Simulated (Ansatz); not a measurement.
# ZrSe2: the cell at several levels of theory

Aim: relax ZrSe2 (CdI2 type) with PBE-D3(BJ), r2SCAN+rVV10 and PBE-D4 and see how far the functionals disagree on the cell.

The runs shown are made with Ansatz 0.2.0. PAW datasets, plane waves, zero pressure. Calculated at 0 K for a non-magnetic cell.

**1. Starting point**

This is the cell as the run starts from it, not yet at rest; its lengths are not the crystal's.

Space group P-3m1 (No. 164), trigonal; conventional cell a = 4.315 Å, c = 6.477 Å, 34.82 Å³ an atom. Zr has 6 Se at 3.05 Å; Se has 3 Zr at 3.05 Å.

The structure in full:

```cif
data_structure
_symmetry_space_group_name_H-M 'P 1'
_symmetry_Int_Tables_number 1
_cell_length_a 4.3154
_cell_length_b 4.3154
_cell_length_c 6.4770
_cell_angle_alpha 90.000
_cell_angle_beta 90.000
_cell_angle_gamma 120.000
_cell_volume 104.46
loop_
_atom_site_label
_atom_site_type_symbol
_atom_site_fract_x
_atom_site_fract_y
_atom_site_fract_z
_atom_site_occupancy
Zr1 Zr 0.00000 0.00000 0.00000 1
Se1 Se 0.33333 0.66667 0.27073 1
Se2 Se 0.66667 0.33333 0.72927 1
```

**2. Relaxation with PBE-D3(BJ)**

The input, input.yaml:

```yaml
crystal:
  lattice:
    - [4.31539988, 0.0, 0.0]
    - [-2.15769994, 3.7372459236, 0.0]
    - [0.0, 0.0, 6.477022156]
  atoms:
    - { symbol: Zr, position: [0.0, 0.0, 0.0] }
    - { symbol: Se, position: [0.3333333333, 0.6666666667, 0.2707279728] }
    - { symbol: Se, position: [0.6666666667, 0.3333333333, 0.7292720272] }
kpoints:
  mp_grid: { grid: [6, 6, 4] }
hamiltonian:
  xc: pbe
  dispersion: d3bj
scf:
  occupations: { method: fermi_dirac, width: 0.02 }
relax:
  f_tol: 0.005
  cell: {}
```

On the command line:

```console
ansatz run input.yaml --threads 4 --pin off --max-ram 7372MiB --backend cpu --events-out ev --progress --plain --runs-dir out
```

The log of the run:

```text
Warning: RAYON_NUM_THREADS=4 ignored (pool sized by the plan → 4); use --threads N
Engine: ansatz 0.2.0, aarch64-unknown-linux-gnu
Pseudopotentials: kind: paw
Pseudopotential: Zr, paw, valence charge 12, recommended cutoff 420 eV (normal), Zr.paw.azcp
Pseudopotential: Se, paw, valence charge 16, recommended cutoff 420 eV (normal), Se.paw.azcp
Functional definition: PBE
  parameter kappa = 0.804
  parameter beta = 0.06672455060314922
  exchange = pbe_x(kappa = kappa, mu = beta*pi^2/3)
  correlation = pbe_c(beta = beta)
Crystal: 3 atoms, lattice volume = 104.460 Å³
Basis set: ecut = 420 eV, 2031 PW (Γ), exchange–correlation on 60×60×90 points (8 copies of the dense FFT grid, shifted against one another)
Bands: 27, of which v1, the nominal top of the filled ones, is band 22 counted from 1 (21 counted from 0)
Symmetry: 12 space group operations
Space group: P-3m1 (ITA 164), of the structure as read, at distance tolerance 4.7e-5 Å
k-points: 24 of 144
Non-local potential: Zr, projectors of the file, l = 0: 3, l = 1: 2, l = 2: 2, l = 3: 2
Non-local potential: Se, projectors of the file, l = 0: 2, l = 1: 2, l = 2: 3, l = 3: 1
PAW form: soft (Blöchl's): semilocal exchange-correlation on the pseudo side does not see the compensation charge
PAW one-centre angular grid: Zr, 590 points (default); XC on 64 Gauss nodes
PAW one-centre angular grid: Se, 590 points (default); XC on 64 Gauss nodes
Initial density: superposition of atomic densities (neutral atoms: chi_scale 0, normalization atom), corrected by the library's trained network
Initial wavefunctions: pseudopotential atomic-orbital guess
Functional: x = pbe(κ = 0.804, μ = 0.2195149727645171), c = pbe(β = 0.06672455060314922)
SCF iter   1: F=—  HF=-15125.054770 eV  |F-HF|=—  |Δ(HF+E_count)|=         —  Δρ=1.88e-3  dr2=4.73e-3  ethr=1.77e-3  ⟨swp⟩=6.1  Hψ=2359  notcnv=0
preconditioner: auto → Resta (q_TF=auto, 2.362 Å⁻¹)  ε∞=6.7  [insulator: Δε(μ)=0.352 eV  Ē_g=6.064 eV  σ=0.020 eV  W_gap=1.00  n_scr=22 (ndim 8)  ℏωp=14.5 eV  f_vac=0.096  D(μ)=0.00/eV (n_scr^D=0)  ε∞_Penn≈6.7]
SCF iter   2: F=—  HF=-15125.054475 eV  |F-HF|=—  |Δ(HF+E_count)|=   2.95e-4  Δρ=1.12e-3  dr2=7.74e-4  ethr=1.07e-5  ⟨swp⟩=2.0  Hψ=1313  notcnv=0  defer=10
SCF iter   3: F=—  HF=-15125.054499 eV  |F-HF|=—  |Δ(HF+E_count)|=   2.41e-5  Δρ=5.32e-4  dr2=3.07e-4  ethr=1.76e-6  ⟨swp⟩=2.4  Hψ=1018  notcnv=0  defer=10
SCF iter   4: F=—  HF=-15125.054555 eV  |F-HF|=—  |Δ(HF+E_count)|=   5.60e-5  Δρ=8.82e-5  dr2=1.37e-5  ethr=6.97e-7  ⟨swp⟩=2.0  Hψ=826  notcnv=0  defer=10
SCF iter   5: F=—  HF=-15125.054543 eV  |F-HF|=—  |Δ(HF+E_count)|=   1.20e-5  Δρ=4.39e-5  dr2=3.27e-6  ethr=3.11e-8  ⟨swp⟩=2.0  Hψ=1145  notcnv=0  defer=10
SCF iter   6: F=—  HF=-15125.054545 eV  |F-HF|=—  |Δ(HF+E_count)|=   2.05e-6  Δρ=1.06e-5  dr2=1.52e-7  ethr=7.44e-9  ⟨swp⟩=2.0  Hψ=1141  notcnv=0  defer=10
SCF iter   7: F=-15125.054545 eV  HF=-15125.054545 eV  |F-HF|=3.87e-8  |Δ(HF+E_count)|=   3.31e-7  Δρ=2.95e-6  dr2=1.18e-8  ethr=2.27e-10  ⟨swp⟩=4.0  Hψ=2135  notcnv=0
SCF 1 converged in 7 iterations: F = -15125.054545 eV  dr2 = 1.18e-8
relax step   1: F+E_penalty+E_count = -15125.05454513 eV  Δ(F+E_penalty+E_count) = +0.000e0 eV  max|allowed force component| = 2.215e0 eV/Å  Δτ_max = 0.0000 Å  P = -14.762 GPa  Ω = 104.460 Å³  (7 SCF iters, dr2 threshold 1.00e-7 eV, accepted)
Crystal: 3 atoms, lattice volume = 91.508 Å³
Basis set: ecut = 420 eV, 1785 PW (Γ), exchange–correlation on 60×60×90 points (8 copies of the dense FFT grid, shifted against one another)
Initial density: handed on by an earlier stage of this run
Initial wavefunctions: those handed on with the density
iter 1 solved again at ethr=7.43e-4 eV; its pass at ethr=3.10e-3 eV (dr2=3.27e-1 eV) is discarded
SCF iter   1: F=—  HF=-15126.702700 eV  |F-HF|=—  |Δ(HF+E_count)|=         —  Δρ=1.29e-2  dr2=3.25e-1  ethr=7.43e-4  ⟨swp⟩=1.0  Hψ=3186  notcnv=0
preconditioner: auto → Resta (q_TF=auto, 2.415 Å⁻¹)  ε∞=6.1  [insulator: Δε(μ)=0.356 eV  Ē_g=6.842 eV  σ=0.020 eV  W_gap=1.00  n_scr=22 (ndim 8)  ℏωp=15.5 eV  f_vac=0.111  D(μ)=0.00/eV (n_scr^D=0)  ε∞_Penn≈6.1]
SCF iter   2: F=—  HF=-15126.644920 eV  |F-HF|=—  |Δ(HF+E_count)|=   5.78e-2  Δρ=5.41e-3  dr2=2.41e-2  ethr=7.39e-4  ⟨swp⟩=2.0  Hψ=905  notcnv=0
SCF iter   3: F=—  HF=-15126.640302 eV  |F-HF|=—  |Δ(HF+E_count)|=   4.62e-3  Δρ=2.60e-3  dr2=8.78e-3  ethr=5.48e-5  ⟨swp⟩=3.0  Hψ=1272  notcnv=0
SCF iter   4: F=—  HF=-15126.639404 eV  |F-HF|=—  |Δ(HF+E_count)|=   8.98e-4  Δρ=6.52e-4  dr2=8.11e-4  ethr=2.00e-5  ⟨swp⟩=2.0  Hψ=912  notcnv=0
SCF iter   5: F=—  HF=-15126.639516 eV  |F-HF|=—  |Δ(HF+E_count)|=   1.12e-4  Δρ=3.29e-4  dr2=1.02e-4  ethr=1.84e-6  ⟨swp⟩=2.0  Hψ=1152  notcnv=0
SCF iter   6: F=—  HF=-15126.639618 eV  |F-HF|=—  |Δ(HF+E_count)|=   1.02e-4  Δρ=9.29e-5  dr2=1.08e-5  ethr=2.31e-7  ⟨swp⟩=2.0  Hψ=1152  notcnv=0
SCF iter   7: F=—  HF=-15126.639645 eV  |F-HF|=—  |Δ(HF+E_count)|=   2.73e-5  Δρ=1.93e-5  dr2=4.96e-7  ethr=2.46e-8  ⟨swp⟩=2.0  Hψ=840  notcnv=0
SCF iter   8: F=-15126.639647 eV  HF=-15126.639647 eV  |F-HF|=1.44e-7  |Δ(HF+E_count)|=   1.85e-6  Δρ=5.57e-6  dr2=5.33e-8  ethr=6.82e-10  ⟨swp⟩=4.5  Hψ=1998  notcnv=0
SCF 2 converged in 8 iterations: F = -15126.639647 eV  dr2 = 5.33e-8
relax step   2: F+E_penalty+E_count = -15126.63964726 eV  Δ(F+E_penalty+E_count) = -1.585e0 eV  max|allowed force component| = 5.466e-1 eV/Å  Δτ_max = 0.1943 Å  P = -8.465 GPa  Ω = 91.508 Å³  energy of the carried Pulay correction = +6.378e-4 eV  (8 SCF iters, dr2 threshold 3.00e-7 eV, accepted)
Crystal: 3 atoms, lattice volume = 81.347 Å³
Basis set: ecut = 420 eV, 1617 PW (Γ), exchange–correlation on 60×60×90 points (8 copies of the dense FFT grid, shifted against one another)
iter 1 solved again at ethr=1.00e-3 eV; its pass at ethr=3.10e-3 eV (dr2=4.41e-1 eV) is discarded
SCF iter   1: F=—  HF=-15127.148626 eV  |F-HF|=—  |Δ(HF+E_count)|=         —  Δρ=1.10e-2  dr2=4.43e-1  ethr=1.00e-3  ⟨swp⟩=1.0  Hψ=3220  notcnv=0
preconditioner: auto → Resta (q_TF=auto, 2.463 Å⁻¹)  ε∞=5.8  [insulator: Δε(μ)=0.352 eV  Ē_g=7.534 eV  σ=0.020 eV  W_gap=1.00  n_scr=22 (ndim 8)  ℏωp=16.5 eV  f_vac=0.091  D(μ)=0.00/eV (n_scr^D=0)  ε∞_Penn≈5.8]
SCF iter   2: F=—  HF=-15127.071397 eV  |F-HF|=—  |Δ(HF+E_count)|=   7.72e-2  Δρ=3.13e-3  dr2=2.15e-2  ethr=1.00e-3  ⟨swp⟩=2.1  Hψ=905  notcnv=0
SCF iter   3: F=—  HF=-15127.066424 eV  |F-HF|=—  |Δ(HF+E_count)|=   4.97e-3  Δρ=1.65e-3  dr2=6.17e-3  ethr=4.88e-5  ⟨swp⟩=3.0  Hψ=1272  notcnv=0
SCF iter   4: F=—  HF=-15127.065411 eV  |F-HF|=—  |Δ(HF+E_count)|=   1.01e-3  Δρ=6.31e-4  dr2=7.26e-4  ethr=1.40e-5  ⟨swp⟩=2.0  Hψ=912  notcnv=0
SCF iter   5: F=—  HF=-15127.065495 eV  |F-HF|=—  |Δ(HF+E_count)|=   8.34e-5  Δρ=2.87e-4  dr2=9.48e-5  ethr=1.65e-6  ⟨swp⟩=2.0  Hψ=839  notcnv=0
SCF iter   6: F=—  HF=-15127.065607 eV  |F-HF|=—  |Δ(HF+E_count)|=   1.12e-4  Δρ=6.24e-5  dr2=3.20e-6  ethr=2.15e-7  ⟨swp⟩=2.0  Hψ=840  notcnv=0
SCF iter   7: F=-15127.065618 eV  HF=-15127.065617 eV  |F-HF|=5.24e-7  |Δ(HF+E_count)|=   1.01e-5  Δρ=1.19e-5  dr2=1.63e-7  ethr=6.82e-10  ⟨swp⟩=5.0  Hψ=2475  notcnv=0
SCF 3 converged in 7 iterations: F = -15127.065618 eV  dr2 = 1.63e-7
relax step   3: F+E_penalty+E_count = -15127.06561762 eV  Δ(F+E_penalty+E_count) = -4.260e-1 eV  max|allowed force component| = 4.800e-1 eV/Å  Δτ_max = 0.0090 Å  P = -1.534 GPa  Ω = 81.347 Å³  energy of the carried Pulay correction = +1.201e-3 eV  (7 SCF iters, dr2 threshold 3.00e-7 eV, accepted)
Crystal: 3 atoms, lattice volume = 71.657 Å³
Basis set: ecut = 420 eV, 1389 PW (Γ), exchange–correlation on 60×60×90 points (8 copies of the dense FFT grid, shifted against one another)
iter 1 solved again at ethr=2.76e-3 eV; its pass at ethr=3.10e-3 eV (dr2=1.21e0 eV) is discarded
SCF iter   1: F=—  HF=-15127.404299 eV  |F-HF|=—  |Δ(HF+E_count)|=         —  Δρ=2.14e-2  dr2=1.22e0  ethr=2.76e-3  ⟨swp⟩=1.0  Hψ=3263  notcnv=0
preconditioner: auto → LDOS  [insulator: Δε(μ)=0.060 eV  Ē_g=7.790 eV  σ=0.020 eV  W_gap=0.60  n_scr=22 (ndim 8)  ℏωp=17.5 eV  f_vac=0.019  D(μ)=1.30/eV (n_scr^D=2)  ε∞_Penn≈6.1  β→1.0]
SCF iter   2: F=—  HF=-15127.460536 eV  |F-HF|=—  |Δ(HF+E_count)|=   5.62e-2  Δρ=2.18e-2  dr2=1.38e0  ethr=2.76e-3  ⟨swp⟩=3.3  Hψ=1101  notcnv=0
preconditioner: auto → Resta (q_TF=auto, 2.515 Å⁻¹)  ε∞=5.5  [insulator: Δε(μ)=0.208 eV  Ē_g=8.255 eV  σ=0.020 eV  W_gap=0.99  n_scr=22 (ndim 8)  ℏωp=17.5 eV  f_vac=0.027  D(μ)=0.02/eV (n_scr^D=0)  ε∞_Penn≈5.5  β→0.5]
SCF iter   3: F=—  HF=-15127.193016 eV  |F-HF|=—  |Δ(HF+E_count)|=   2.68e-1  Δρ=4.88e-3  dr2=3.86e-2  ethr=2.76e-3  ⟨swp⟩=2.0  Hψ=973  notcnv=0  defer=13
SCF iter   4: F=—  HF=-15127.186964 eV  |F-HF|=—  |Δ(HF+E_count)|=   6.05e-3  Δρ=1.04e-3  dr2=1.96e-3  ethr=8.78e-5  ⟨swp⟩=2.0  Hψ=893  notcnv=0  defer=15
SCF iter   5: F=—  HF=-15127.186854 eV  |F-HF|=—  |Δ(HF+E_count)|=   1.10e-4  Δρ=2.56e-4  dr2=7.31e-5  ethr=4.45e-6  ⟨swp⟩=2.0  Hψ=856  notcnv=0  defer=15
SCF iter   6: F=—  HF=-15127.186888 eV  |F-HF|=—  |Δ(HF+E_count)|=   3.39e-5  Δρ=6.38e-5  dr2=6.27e-6  ethr=1.66e-7  ⟨swp⟩=2.0  Hψ=1142  notcnv=0  defer=15
SCF iter   7: F=—  HF=-15127.186888 eV  |F-HF|=—  |Δ(HF+E_count)|=   1.44e-7  Δρ=3.69e-5  dr2=1.02e-6  ethr=1.42e-8  ⟨swp⟩=2.0  Hψ=1137  notcnv=0  defer=15
SCF iter   8: F=-15127.186890 eV  HF=-15127.186890 eV  |F-HF|=1.16e-7  |Δ(HF+E_count)|=   1.41e-6  Δρ=8.17e-6  dr2=6.66e-8  ethr=6.82e-10  ⟨swp⟩=4.0  Hψ=2329  notcnv=0
SCF 4 converged in 8 iterations: F = -15127.186890 eV  dr2 = 6.66e-8
relax step   4: F+E_penalty+E_count = -15127.18688995 eV  Δ(F+E_penalty+E_count) = -1.213e-1 eV  max|allowed force component| = 1.414e-1 eV/Å  Δτ_max = 0.1939 Å  P = +0.273 GPa  Ω = 71.657 Å³  energy of the carried Pulay correction = +1.798e-3 eV  (8 SCF iters, dr2 threshold 3.00e-7 eV, accepted)
Crystal: 3 atoms, lattice volume = 73.119 Å³
Basis set: ecut = 420 eV, 1413 PW (Γ), exchange–correlation on 60×60×90 points (8 copies of the dense FFT grid, shifted against one another)
iter 1 solved again at ethr=1.19e-4 eV; its pass at ethr=3.10e-3 eV (dr2=5.24e-2 eV) is discarded
SCF iter   1: F=—  HF=-15127.206777 eV  |F-HF|=—  |Δ(HF+E_count)|=         —  Δρ=4.43e-3  dr2=5.25e-2  ethr=1.19e-4  ⟨swp⟩=1.0  Hψ=3087  notcnv=0
preconditioner: auto → Resta (q_TF=auto, 2.507 Å⁻¹)  ε∞=5.7  [insulator: Δε(μ)=0.100 eV  Ē_g=8.033 eV  σ=0.020 eV  W_gap=0.83  n_scr=22 (ndim 8)  ℏωp=17.4 eV  f_vac=0.034  D(μ)=0.16/eV (n_scr^D=0)  ε∞_Penn≈5.7]
SCF iter   2: F=—  HF=-15127.197831 eV  |F-HF|=—  |Δ(HF+E_count)|=   8.95e-3  Δρ=1.36e-3  dr2=1.75e-3  ethr=1.19e-4  ⟨swp⟩=2.2  Hψ=899  notcnv=0
preconditioner: auto → LDOS  [insulator: Δε(μ)=0.118 eV  Ē_g=7.966 eV  σ=0.020 eV  W_gap=0.62  n_scr=22 (ndim 8)  ℏωp=17.4 eV  f_vac=0.034  D(μ)=0.52/eV (n_scr^D=2)  ε∞_Penn≈5.8  β→1.0]
SCF iter   3: F=—  HF=-15127.197620 eV  |F-HF|=—  |Δ(HF+E_count)|=   2.10e-4  Δρ=6.65e-4  dr2=5.14e-4  ethr=3.99e-6  ⟨swp⟩=2.0  Hψ=1272  notcnv=0
SCF iter   4: F=—  HF=-15127.197445 eV  |F-HF|=—  |Δ(HF+E_count)|=   1.76e-4  Δρ=1.68e-4  dr2=1.38e-5  ethr=1.17e-6  ⟨swp⟩=3.0  Hψ=1147  notcnv=0
SCF iter   5: F=—  HF=-15127.197458 eV  |F-HF|=—  |Δ(HF+E_count)|=   1.33e-5  Δρ=3.17e-5  dr2=7.54e-7  ethr=3.15e-8  ⟨swp⟩=2.0  Hψ=828  notcnv=0
SCF iter   6: F=-15127.197458 eV  HF=-15127.197458 eV  |F-HF|=1.76e-9  |Δ(HF+E_count)|=   1.19e-7  Δρ=5.18e-6  dr2=1.96e-8  ethr=6.82e-10  ⟨swp⟩=4.2  Hψ=2334  notcnv=0
SCF 5 converged in 6 iterations: F = -15127.197458 eV  dr2 = 1.96e-8
relax step   5: F+E_penalty+E_count = -15127.19745811 eV  Δ(F+E_penalty+E_count) = -1.057e-2 eV  max|allowed force component| = 1.836e-3 eV/Å  Δτ_max = 0.0310 Å  P = +0.000 GPa  Ω = 73.119 Å³  energy of the carried Pulay correction = +1.704e-3 eV  (6 SCF iters, dr2 threshold 3.00e-7 eV, accepted)
Crystal: 3 atoms, lattice volume = 73.044 Å³
iter 1 solved again at ethr=6.07e-8 eV; its pass at ethr=3.10e-3 eV (dr2=2.67e-5 eV) is discarded
SCF iter   1: F=—  HF=-15127.197538 eV  |F-HF|=—  |Δ(HF+E_count)|=         —  Δρ=2.09e-4  dr2=2.50e-5  ethr=6.07e-8  ⟨swp⟩=3.0  Hψ=3230  notcnv=0
preconditioner: auto → LDOS  [insulator: Δε(μ)=0.147 eV  Ē_g=7.972 eV  σ=0.020 eV  W_gap=0.68  n_scr=22 (ndim 8)  ℏωp=17.4 eV  f_vac=0.030  D(μ)=0.52/eV (n_scr^D=2)  ε∞_Penn≈5.8  β→1.0]
SCF iter   2: F=—  HF=-15127.197549 eV  |F-HF|=—  |Δ(HF+E_count)|=   1.06e-5  Δρ=1.17e-4  dr2=3.40e-5  ethr=5.69e-8  ⟨swp⟩=2.0  Hψ=1154  notcnv=0
SCF iter   3: F=—  HF=-15127.197543 eV  |F-HF|=—  |Δ(HF+E_count)|=   5.63e-6  Δρ=4.64e-5  dr2=7.01e-6  ethr=5.69e-8  ⟨swp⟩=2.0  Hψ=794  notcnv=0
SCF iter   4: F=—  HF=-15127.197542 eV  |F-HF|=—  |Δ(HF+E_count)|=   1.26e-6  Δρ=6.81e-6  dr2=1.58e-7  ethr=1.59e-8  ⟨swp⟩=2.0  Hψ=777  notcnv=0
SCF iter   5: F=-15127.197542 eV  HF=-15127.197542 eV  |F-HF|=9.85e-9  |Δ(HF+E_count)|=   3.14e-8  Δρ=2.92e-6  dr2=9.55e-9  ethr=7.52e-11  ⟨swp⟩=5.0  Hψ=2424  notcnv=0
SCF 6 converged in 5 iterations: F = -15127.197542 eV  dr2 = 9.55e-9
relax step   6: F+E_penalty+E_count = -15127.19754173 eV  Δ(F+E_penalty+E_count) = -8.362e-5 eV  max|allowed force component| = 1.998e-3 eV/Å  Δτ_max = 0.0020 Å  P = -0.007 GPa  Ω = 73.044 Å³  energy of the carried Pulay correction = +1.709e-3 eV  (5 SCF iters, dr2 threshold 3.31e-8 eV, accepted)
Basis set: ecut = 420 eV, 1413 PW (Γ), exchange–correlation on 54×54×90 points (8 copies of the dense FFT grid, shifted against one another)
Initial wavefunctions: pseudopotential atomic-orbital guess (no wavefunctions were taken with the density)
iter 1 solved again at ethr=6.24e-8 eV; its pass at ethr=3.10e-3 eV (dr2=2.74e-5 eV) is discarded
SCF iter   1: F=—  HF=-15127.196300 eV  |F-HF|=—  |Δ(HF+E_count)|=         —  Δρ=1.34e-4  dr2=1.37e-6  ethr=6.24e-8  ⟨swp⟩=3.1  Hψ=4465  notcnv=0
preconditioner: auto → LDOS  [insulator: Δε(μ)=0.146 eV  Ē_g=7.973 eV  σ=0.020 eV  W_gap=0.67  n_scr=22 (ndim 8)  ℏωp=17.4 eV  f_vac=0.029  D(μ)=0.52/eV (n_scr^D=2)  ε∞_Penn≈5.8  β→1.0]
SCF iter   2: F=—  HF=-15127.196308 eV  |F-HF|=—  |Δ(HF+E_count)|=   8.24e-6  Δρ=1.89e-5  dr2=2.71e-7  ethr=3.11e-9  ⟨swp⟩=2.0  Hψ=1177  notcnv=0
SCF iter   3: F=—  HF=-15127.196308 eV  |F-HF|=—  |Δ(HF+E_count)|=   8.01e-7  Δρ=1.43e-5  dr2=2.99e-7  ethr=6.17e-10  ⟨swp⟩=2.0  Hψ=1153  notcnv=0
SCF iter   4: F=—  HF=-15127.196308 eV  |F-HF|=—  |Δ(HF+E_count)|=   6.04e-8  Δρ=3.65e-6  dr2=2.07e-8  ethr=6.17e-10  ⟨swp⟩=2.8  Hψ=1082  notcnv=0
SCF iter   5: F=—  HF=-15127.196308 eV  |F-HF|=—  |Δ(HF+E_count)|=   3.67e-9  Δρ=9.45e-7  dr2=4.10e-10  ethr=4.70e-11  ⟨swp⟩=2.0  Hψ=1145  notcnv=0
SCF iter   6: F=-15127.196308 eV  HF=-15127.196308 eV  |F-HF|=1.27e-11  |Δ(HF+E_count)|=  1.33e-10  Δρ=2.96e-7  dr2=2.42e-11  ethr=1.00e-12  ⟨swp⟩=4.0  Hψ=3349  notcnv=0
SCF 7 converged in 6 iterations: F = -15127.196308 eV  dr2 = 2.42e-11
relax step   7: F+E_penalty+E_count = -15127.19630759 eV  Δ(F+E_penalty+E_count) = +1.234e-3 eV  max|allowed force component| = 2.649e-3 eV/Å  Δτ_max = 0.0000 Å  P = -0.010 GPa  Ω = 73.044 Å³  stress off target by 1.49e-2 GPa  SCF on the basis re-selected at this cell (its energy is not comparable with the rows above)  (6 SCF iters)
basis re-selected at this cell: Δ(F+E_penalty+E_count) = +1.234e-3 eV, ΔP = -0.003 GPa vs the last step (what re-selecting the basis moved, of the pressure what is left beyond the Pulay correction that the steps carried, after the strain that the cell walked since its last selection, with what the two solves' SCF thresholds leave and, on support functions, any second-order correction that the steps lacked; it is no measure of the basis error at this ecutwfc). The dense FFT grid was sized anew with the basis: this SCF ran on 27×27×45 points, the steps before it on 30×30×45, so part of this shift can come from that change (see relax.cell in the input reference). This SCF's stress stands 1.49e-2 GPa from its target on what of the cell is left free (relax.cell.stress_tol is 5.00e-2 GPa) and its largest allowed force component is 2.65e-3 eV/Å (relax.f_tol is 5.00e-3 eV/Å): within both
SCF converged after 6 iterations
Free energy (F): -15127.196308 eV
Harris-Foulkes:  -15127.196308 eV  (|F-HF|=1.27e-11)
Internal energy: -15127.195681 eV  (E = F + TS)
E sigma→0 (E₀):  -15127.195994 eV
Entropy (-TS):   -0.000627 eV (-0.209 meV/atom)
Fermi energy:    9.752184 eV
--- Per-component energies (eV) ---
  E_band       = -861.575100
  E_kinetic    = 571.272655
  E_local      = -5593.601933  (includes V_loc(G=0)·N_el)
  E_nonlocal   = -1113.995420
  E_hartree    = 2652.198822
  E_xc         = -371.655001
  E_vxc        = -389.305077  (∫ρ·V_xc dr)
  E_paw        = -6775.300795  (= ΣΔE_a)
  E_vpaw       = 359.658363  (= ΣTr[D̂ρ^β])
  E_aug_tail   = -0.001164  (compensation charges beyond the density's cutoff)
  E_ewald      = -4494.896678
  E_disp       = -1.216166  (pairwise vdW)
  E_smearing   = -0.000627  (= −TS)
  E_closure    = -0.000000  (closes the sum)
  Σ components = -15127.196308   (vs F -15127.196308, Δ=0.00e0)
--- Forces (eV/Å), atoms counted from 1 ---
  atom   1  Zr    -0.00000000     0.00000000     0.00000000
  atom   2  Se     0.00000000     0.00000000     0.00264946
  atom   3  Se    -0.00000000     0.00000000    -0.00264946
  max |Σ_I F_I| component: 1.05e-30 eV/Å
--- Stress (GPa, compression-positive) ---
       -0.014916       0.000000       0.000000
        0.000000      -0.014916      -0.000000
        0.000000      -0.000000      -0.001545
  P = ⅓ Tr σ = -0.0105 GPa (-0.105 kbar)
--- Relaxed structure (6 steps of the walk, 6 accepted, 1 SCFs on fresh bases) ---
  F+E_penalty+E_count = -15127.19630759 eV   max|allowed force component| = 2.649e-3 eV/Å   (the final SCF, on the basis selected at the relaxed cell)
  cell:  # Å, volume = 73.0445 Å³
    - [3.7454712323176964, -5.176548015122076e-33, -6.509800436649405e-17]
    - [-1.8727356161588482, 3.2436732363309315, 3.2549002183247024e-17]
    - [-9.770617516710396e-17, -9.888488998142485e-33, 6.0123446625912775]
  atoms:
    - { symbol: Zr, position: [-6.916651692102118e-34, 5.654359324040074e-35, 2.8568247307823376e-18] }
    - { symbol: Se, position: [0.33333333333333337, 0.6666666666666667, 0.2648201822177606] }
    - { symbol: Se, position: [0.6666666666666667, 0.33333333333333337, 0.7351798177822393] }
```

Wall time 7.8 s (4 threads of Arm Neoverse V1, shared host); peak memory 0.45 GiB.

Ionic steps:

| step | energy change (meV/atom) | largest force (eV/Å) | pressure (GPa) | volume (Å³/atom) |
| --- | --- | --- | --- | --- |
| 1 | 0.0 | 2.2146 | -14.76 | 34.820 |
| 2 | -528.4 | 0.5466 | -8.46 | 30.503 |
| 3 | -670.4 | 0.4800 | -1.53 | 27.116 |
| 4 | -710.8 | 0.1414 | 0.27 | 23.886 |
| 5 | -714.3 | 0.0018 | 0.00 | 24.373 |
| 6 | -714.3 | 0.0020 | -0.01 | 24.348 |
| 7 | -713.9 | 0.0026 | -0.01 | 24.348 |

Step 7 solves the same cell on a plane-wave basis chosen anew, so the energy can jump there without a move.

The table lists every geometry solved, with passes on a fresh basis, whose energies don't compare exactly with the rows above.

|  | before | after | change |
| --- | --- | --- | --- |
| a (Å) | 4.315 | 3.745 | -13.21 % |
| c (Å) | 6.477 | 6.012 | -7.17 % |
| volume (Å³/atom) | 34.820 | 24.348 | -30.07 % |
| shortest distance (Å) | 3.047 | 2.685 | -11.86 % |
| space group | P-3m1 | P-3m1 | same |

(Part 1 of 3 ends here.)
